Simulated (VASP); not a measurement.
# C in VASP: a series of runs

The runs below take C through single point, molecular dynamics, with PBEsol.

All numbers are computed with VASP 6.6.1; they aren't measurements. Logs are shortened: lines on timing, memory, paths and dates and some standing lists are left out, and cuts for length are marked.

## Step 1: Starting point

The cell holds a slab with vacuum, 18 atoms: a = 7.398 Å, b = 7.398 Å, c = 13.000 Å, α = 90.00°, β = 90.00°, γ = 120.00°.

The cell was built by a generator and needn't be a form met in nature.

## Step 2: Single point, PBEsol

Contents of INCAR:

```
SYSTEM = C
ALGO = Fast
EDIFF = 1E-6
ENCUT = 520
GGA = PS
ISIF = 2
ISMEAR = -1
LASPH = .TRUE.
LCHARG = .FALSE.
LREAL = Auto
LWAVE = .FALSE.
NBANDS = 51
NELM = 100
PREC = Accurate
SIGMA = 0.05
```

Contents of KPOINTS:

```
k-points
0
G
  2 2 1
  0 0 0
```

Contents of POSCAR:

```
C
1.0
    7.3980000000      0.0000000000      0.0000000000
   -3.6990000000      6.4068560000      0.0000000000
    0.0000000000      0.0000000000     13.0000000000
C
18
Direct
   -0.0016326657     -0.0005618981      0.0742615385
    0.2180138961      0.1143462566      0.0831846154
    0.0023832481      0.3374510056      0.0786923077
    0.2210587132      0.4384677914      0.0789230769
   -0.0014307816      0.6589659577      0.0725769231
    0.2120728819      0.7643998866      0.0735230769
    0.3401791537      0.0053380316      0.0784692308
    0.5549018046      0.1187790080      0.0789307692
    0.3389360880      0.3341576586      0.0786230769
    0.5666267555      0.4542321538      0.0782230769
    0.3294357438      0.6591688654      0.0782153846
    0.5591273916      0.7748106091      0.0761230769
    0.6583651745     -0.0052755985      0.0727307692
    0.8784670171      0.1050281136      0.0752307692
    0.6649438274      0.3346727318      0.0768538462
    0.8867179461      0.4415894473      0.0801769231
    0.6708624206      0.6765720971      0.0814307692
    0.9009834354      0.7878279143      0.0684461538
```

Potentials or basis: VASP PAW PBE potentials, release 64 (C).

Launch:

```
$ cat potpaw_PBE.64/C/POTCAR > POTCAR
$ mpirun -np 1 vasp_std > vasp.out
```

OUTCAR:

```text
SYSTEM = C
   EDIFF = 1E-6
   ENCUT = 520
   GGA = PS
   ISIF = 2
   ISMEAR = -1
   LASPH = .TRUE.
   LREAL = Auto
   NELM = 100
   PREC = Accurate

 ion  position               nearest neighbor table
   1  0.998  0.999  0.074-  18 1.36   2 1.41  14 1.45
   2  0.218  0.114  0.083-   9 1.41   1 1.41   7 1.48
   3  0.002  0.337  0.079-   4 1.40  16 1.41  14 1.49
   4  0.221  0.438  0.079-   3 1.40  11 1.41   9 1.42
   5  0.999  0.659  0.073-   6 1.37  16 1.40  18 1.46
   6  0.212  0.764  0.074-   5 1.37  11 1.43   7 1.55
[... 10 lines left out ...]
  17  0.671  0.677  0.081-  12 1.35  10 1.43  18 1.48
  18  0.901  0.788  0.068-   1 1.36   5 1.46  17 1.48

  LATTYP: Found a hexagonal cell.
 ALAT       =     7.3980000000
 C/A-ratio  =     1.7572316842

  Lattice vectors:

 A1 = (   7.3980000000,   0.0000000000,   0.0000000000)
 A2 = (  -3.6990000000,   6.4068560000,   0.0000000000)
 A3 = (   0.0000000000,   0.0000000000,  13.0000000000)

Analysis of symmetry for initial positions (statically):
=====================================================================
 Subroutine PRICEL returns:
 Original cell was already a primitive cell.

 Routine SETGRP: Setting up the symmetry group for a
 hexagonal supercell.

 Subroutine GETGRP returns: Found  1 space group operations
 (whereof  1 operations were pure point group operations)
 out of a pool of 24 trial point group operations.

The static configuration has the point symmetry C_1 .

Analysis of symmetry for dynamics (positions and initial velocities):
=====================================================================
 Subroutine PRICEL returns:
 Original cell was already a primitive cell.

 Routine SETGRP: Setting up the symmetry group for a
 hexagonal supercell.

 Subroutine GETGRP returns: Found  1 space group operations
 (whereof  1 operations were pure point group operations)
 out of a pool of 24 trial point group operations.

The dynamic configuration has the point symmetry C_1 .

 Subroutine INISYM returns: Found  1 space group operations
 (whereof  1 operations are pure point group operations),
 and found     1 'primitive' translations

----------------------------------------------------------------------------------------

                                     Primitive cell

  volume of cell :     616.1730

  direct lattice vectors                    reciprocal lattice vectors
     7.398000000  0.000000000  0.000000000     0.135171668  0.078041398  0.000000000
    -3.699000000  6.406856000  0.000000000     0.000000000  0.156082796  0.000000000
     0.000000000  0.000000000 13.000000000     0.000000000  0.000000000  0.076923077

  length of vectors
     7.398000000  7.398000054 13.000000000     0.156082797  0.156082796  0.076923077

  position of ions in fractional coordinates (direct lattice)
     0.998367334  0.999438102  0.074261538
     0.218013896  0.114346257  0.083184615
     0.002383248  0.337451006  0.078692308
     0.221058713  0.438467791  0.078923077
     0.998569218  0.658965958  0.072576923
     0.212072882  0.764399887  0.073523077
[... 10 lines left out ...]
     0.670862421  0.676572097  0.081430769
     0.900983435  0.787827914  0.068446154

  ion indices of the primitive-cell ions
   primitive index   ion index
                 1           1
                 2           2
                 3           3
                 4           4
                 5           5
                 6           6
[... 10 lines left out ...]
                17          17
                18          18

----------------------------------------------------------------------------------------

 KPOINTS: k-points

Automatic generation of k-mesh.
 Grid dimensions read from file:
 generate k-points for:    2    2    1

 Generating k-lattice:

  Cartesian coordinates                     Fractional coordinates (reciprocal lattice)
     0.067585834  0.039020699  0.000000000     0.500000000 -0.000000000  0.000000000
     0.000000000  0.078041398  0.000000000     0.000000000  0.500000000  0.000000000
     0.000000000  0.000000000  0.076923077     0.000000000  0.000000000  1.000000000

  Length of vectors
     0.078041399  0.078041398  0.076923077

  Shift w.r.t. Gamma in fractional coordinates (k-lattice)
     0.000000000  0.000000000  0.000000000

 Subroutine IBZKPT returns following result:
 ===========================================

 Found      4 irreducible k-points:

 Following reciprocal coordinates:
            Coordinates               Weight
  0.000000  0.000000  0.000000      1.000000
  0.500000  0.000000  0.000000      1.000000
  0.000000  0.500000  0.000000      1.000000
  0.500000  0.500000  0.000000      1.000000
   k-points           NKPTS =      4   k-points in BZ     NKDIM =      4   number of bands    NBANDS=     51
   number of dos      NEDOS =    301   number of ions     NIONS =     18
   total plane-waves  NPLWV = 307328
   dimension x,y,z NGX =    56 NGY =   56 NGZ =   98
   dimension x,y,z NGXF=   112 NGYF=  112 NGZF=  196
   ions per type =              18
   NGX,Y,Z   is equivalent  to a cutoff of  12.58, 12.58, 12.53 a.u.
   NGXF,Y,Z  is equivalent  to a cutoff of  25.17, 25.17, 25.06 a.u.
 SYSTEM =  C
   PREC   = accura    normal or accurate (medium, high low for compatibility)
   ISTART =      0    job   : 0-new  1-cont  2-samecut
   ICHARG =      2    charge: 1-file 2-atom 10-const
   ISPIN  =      1    spin polarized calculation?
   LNONCOLLINEAR =      F non collinear calculations
   LSORBIT =      F    spin-orbit coupling
   LASPH  =      T    aspherical Exc in radial PAW
   ENCUT  =  520.0 eV  38.22 Ry    6.18 a.u.  13.76 13.76 24.17*2*pi/ulx,y,z
   NELM   =    100;   NELMIN=  2; NELMDL= -5     # of ELM steps
   EDIFF  = 0.1E-05   stopping-criterion for ELM
   LREAL  =      T    real-space projection
   EDIFFG = 0.1E-04   stopping-criterion for IOM
   NSW    =      0    number of steps for IOM
   IBRION =     -1    ionic relax: 0-MD 1-quasi-New 2-CG
   NFREE  =      0    steps in history (QN), initial steepest desc. (CG)
   ISIF   =      2    stress and relaxation
   ISYM   =      2    0-nonsym 1-usesym 2-fastsym
   POTIM  = 0.5000    time-step for ionic-motion
   TEBEG  =    0.0;   TEEND  =   0.0 temperature during run
   PSTRESS=    0.0 pullay stress
   NELECT =      72.0000    total number of electrons
   NUPDOWN=      -1.0000    fix difference up-down
   EMIN   =  10.00;   EMAX   =-10.00  energy-range for DOS
   EFERMI =   0.00;   METHOD = LEGACY
   ISMEAR =    -1;   SIGMA  =   0.05  broadening in eV -4-tet -1-fermi 0-gaus
   EFERMI_NEDOS =   21; number of points for ismear=-14 and -15
   IALGO  =     68    algorithm
   IMIX   =      4    mixing-type and parameters
     AMIX     =   0.40;   BMIX     =  1.00
     AMIX_MAG =   1.60;   BMIX_MAG =  1.00
  volume/ion in A,a.u.               =      34.23       231.01
  Fermi-wavevector in a.u.,A,eV,Ry     =   0.800359  1.512459  8.715544  0.640574
  Thomas-Fermi vector in A             =   1.907639
   LORBIT       =      0    0 simple, 1 ext, 2 COOP (PROOUT), +10 PAW based schemes
   GGA     = PS    functional components
   LHFCALC =     F    Hartree Fock is set to
   AEXX    =    0.0000 exact exchange contribution
   IVDW    =     0    specifies the selected vdW correction
   LEPSILON=     F    determine dielectric tensor
   LRPA    =     F    only Hartree local field effects (RPA)
 non-spin polarized calculation
 RMM-DIIS sequential band-by-band and
  energy-cutoff  :      520.00
  volume of cell :      616.17
 maximum number of plane-waves:     16651
 NGX is ok and might be reduce to    56
   NGX = 27   NGY = 27   NGZ = 49

 number of electron      72.0000000 magnetization

 Free energy of the ion-electron system (eV)
  ---------------------------------------------------
  ext. energy  EPLUGINS =         0.00000000
  ---------------------------------------------------
  free energy    TOTEN  =      -171.86812571 eV

  energy without entropy =     -171.85772314  energy(sigma->0) =     -171.86292443

 E-fermi :  -2.0129     XC(G=0):  -3.2907

 val. band max:       -2.1756427420   @ k =   0.0000   0.0000   0.0000
 cond. band min:      -1.8550046729   @ k =   0.0000   0.0000   0.0000
 fundamental gap:      0.3206380691
 Fermi energy:        -2.0128917962

 k-point     1 :       0.0000    0.0000    0.0000
  band No.  band energies     occupation
      1     -21.5099      2.00000
      2     -19.2237      2.00000
      3     -19.1514      2.00000
      4     -18.9164      2.00000
      5     -18.8946      2.00000
      6     -18.7760      2.00000
[... 40 lines left out ...]
     47       4.6764      0.00000
     48       5.0158      0.00000

 k-point     2 :       0.5000    0.0000    0.0000
  band No.  band energies     occupation
      1     -20.9371      2.00000
      2     -20.7784      2.00000
      3     -19.7250      2.00000
      4     -19.3905      2.00000
      5     -17.4067      2.00000
      6     -17.1697      2.00000
[... 40 lines left out ...]
     47       4.0175      0.00000
     48       4.5399      0.00000

 k-point     3 :       0.0000    0.5000    0.0000
  band No.  band energies     occupation
      1     -20.9320      2.00000
      2     -20.7874      2.00000
      3     -19.5868      2.00000
      4     -19.5548      2.00000
      5     -17.2391      2.00000
      6     -17.1063      2.00000
[... 40 lines left out ...]
     47       4.0846      0.00000
     48       4.3760      0.00000

 k-point     4 :       0.5000    0.5000    0.0000
  band No.  band energies     occupation
      1     -20.8743      2.00000
      2     -20.8508      2.00000
      3     -19.6932      2.00000
      4     -19.4220      2.00000
      5     -17.3438      2.00000
      6     -17.0631      2.00000
[... 40 lines left out ...]
     47       4.1545      0.00000
     48       4.4391      0.00000
 [bands above 48 left out]

------------------------ aborting loop because EDIFF is reached ----------------------------------------

  FORCE on cell =-STRESS in cart. coord.  units (eV):
  Direction    XX          YY          ZZ          XY          YZ          ZX
  --------------------------------------------------------------------------------------
  -------------------------------------------------------------------------------------
  Total       -0.6337978      0.6351389     -0.5022423     -0.0493414     -0.2366002      0.6239494
  in kB       -1.6480055      1.6514927     -1.3059339     -0.1282979     -0.6152094      1.6223978
  external PRESSURE =      -0.4341489 kB  Pullay stress =       0.0000000 kB

 VOLUME and BASIS-vectors are now :
 -----------------------------------------------------------------------------
  energy-cutoff  :      520.00
  volume of cell :      616.17
      direct lattice vectors                 reciprocal lattice vectors
     7.398000000  0.000000000  0.000000000     0.135171668  0.078041398  0.000000000
    -3.699000000  6.406856000  0.000000000     0.000000000  0.156082796  0.000000000
     0.000000000  0.000000000 13.000000000     0.000000000  0.000000000  0.076923077

 POSITION                                       TOTAL-FORCE (eV/Angst)
 -----------------------------------------------------------------------------------
      3.68900      6.40326      0.96540        -0.853456      1.576700      0.130863
      1.18990      0.73260      1.08140         3.899639     -0.137939     -1.036542
     -1.23060      2.16200      1.02300        -0.879822     -2.784090      0.118048
      0.01350      2.80920      1.02600        -0.121791      1.620209     -0.065484
      4.94990      4.22190      0.94350        -1.406658      1.564985      0.083565
     -1.25860      4.89740      0.95580         3.063532      3.302680      0.488533
[... 10 lines left out ...]
      2.46040      4.33470      1.05860         3.710674     -0.857800     -1.506774
      3.75130      5.04750      0.88980        -2.194391     -3.396868      1.301218
 -----------------------------------------------------------------------------------
    total drift:                                0.011301     -0.007227     -0.002740

  FREE ENERGIE OF THE ION-ELECTRON SYSTEM (eV)
  ---------------------------------------------------
  free  energy   TOTEN  =      -171.8681257135 eV

  energy  without entropy=     -171.8577231369  energy(sigma->0) =     -171.86292443
```

It took 4 min on 1 thread of Intel Xeon Platinum 8488C (Sapphire Rapids), shared host; peak memory 0.63 GiB.

What came out:

```yaml
Free_energy: -171.8681 eV
Largest_force: 4.531 eV/Å
Band_gap_on_the_k_mesh: 0.32 eV
```

Forces in eV/Å, atoms in the order of the input:
```
C   -0.853  1.577  0.131
C    3.900 -0.138 -1.037
C   -0.880 -2.784  0.118
C   -0.122  1.620 -0.065
C   -1.407  1.565  0.084
C    3.064  3.303  0.489
C   -3.955 -2.106  0.082
C    0.865 -2.314 -0.627
C   -0.057  0.283  0.441
C   -2.211 -1.910  0.277
C    0.183  0.197 -0.297
C   -3.694  0.941  0.323
C    1.127  1.674  0.509
C    1.018  1.178 -0.019
C    0.668  1.032  0.515
C    0.838  0.136 -0.717
C    3.711 -0.858 -1.507
C   -2.194 -3.397  1.301
```

Caveat: the k mesh is coarse (spacing up to 0.49 Å⁻¹), so the values aren't converged; the PAW data sets were made with another functional, which shifts forces and pressure a little.

## Step 3: Single point, PBEsol

Contents of INCAR:

```
PREC = Accurate ; ENCUT = 520
EDIFF = 1E-6 ; ISMEAR = -1
SIGMA = 0.05 ; LREAL = Auto
LASPH = T ; NELM = 100
ALGO = Fast ; ISIF = 2
LWAVE = F ; LCHARG = F
GGA = PS ; NBANDS = 51
```

Contents of KPOINTS:

```
regular mesh
0
Gamma
  2 2 1
```

Contents of POSCAR:

```
C
1.0
    7.3980000000      0.0000000000      0.0000000000
   -3.6990000000      6.4068560000      0.0000000000
    0.0000000000      0.0000000000     13.0000000000
C
18
Direct
    0.0024194040      0.0093805761      0.0805538462
    0.2305187365      0.1168904062      0.0786461538
   -0.0065998958      0.3291630091      0.0761615385
    0.2260833272      0.4381088009      0.0718000000
   -0.0083339815      0.6601365787      0.0818000000
    0.2265960831      0.7715484787      0.0772153846
    0.3222571304     -0.0026065827      0.0762769231
    0.5592161320      0.1181078520      0.0774384615
    0.3417295197      0.3385279769      0.0663692308
    0.5594731716      0.4461158484      0.0706000000
    0.3333604942      0.6552043623      0.0766538462
    0.5468984682      0.7774952332      0.0778615385
    0.6545717541      0.0009521051      0.0779769231
    0.8822002966      0.1062767760      0.0776230769
    0.6716371869      0.3396517730      0.0709923077
    0.8835622426      0.4388736066      0.0811615385
    0.6823747948      0.6791318550      0.0861615385
    0.8920492771      0.7770425931      0.0793307692
```

Potentials or basis: VASP PAW PBE potentials, release 64 (C).

Launch:

```
$ cat potpaw_PBE.64/C/POTCAR > POTCAR
$ mpirun -np 1 vasp_std > vasp.out
```

Wall time 4.2 min (1 thread of Intel Xeon Platinum 8488C (Sapphire Rapids), shared host); peak memory 0.62 GiB.

Results (log left out):

```
Free energy            : -171.3991 eV
Largest force          : 6.805 eV/Å
Band gap on the k mesh : 0.12 eV
```

Forces in eV/Å, atoms in the order of the input:
```
C    1.352 -1.774 -0.323
C   -3.470 -0.598 -0.858
C    1.997  0.190  0.208
C   -2.559 -0.796  0.189
C    3.533  1.353 -0.505
C   -3.326 -0.283  0.343
C    4.955 -0.191  0.351
C   -2.898 -1.543 -0.884
C   -0.250 -1.342  1.026
C    1.056  2.954  0.715
C   -2.119  2.117 -0.283
C    4.388  0.279  0.821
C    2.362 -0.615  0.089
C   -0.312  0.927  0.007
C   -1.883 -1.884  0.810
C    1.650  1.634 -0.558
C   -5.529 -3.415 -2.020
C    1.055  2.987  0.871
```

Levels at points of the mesh, in eV from the valence-band top:
```tsv
k point	band 32	band 33	band 34	band 35	band 36	band 37	band 38	band 39	band 40	band 41
(0.00, 0.00, 0.00)	-4.28	-3.09	-2.52	-0.24	0.00	0.12	0.24	3.37	4.44	4.47
(0.50, 0.00, 0.00)	-2.92	-2.77	-2.53	-2.44	-2.11	1.65	2.17	2.42	2.66	2.86
(0.00, 0.50, 0.00)	-2.85	-2.76	-2.51	-2.46	-2.24	1.72	2.26	2.35	2.56	2.93
(0.50, 0.50, 0.00)	-2.82	-2.75	-2.57	-2.44	-2.04	1.37	2.26	2.44	2.70	2.78
```

Caveat: the k mesh is coarse (spacing up to 0.49 Å⁻¹), so the values aren't converged; the PAW data sets were made with another functional, which shifts forces and pressure a little. PBEsol gaps usually lie below the measured ones, often by a third to a half.

(Continued in part 2 of 2.)
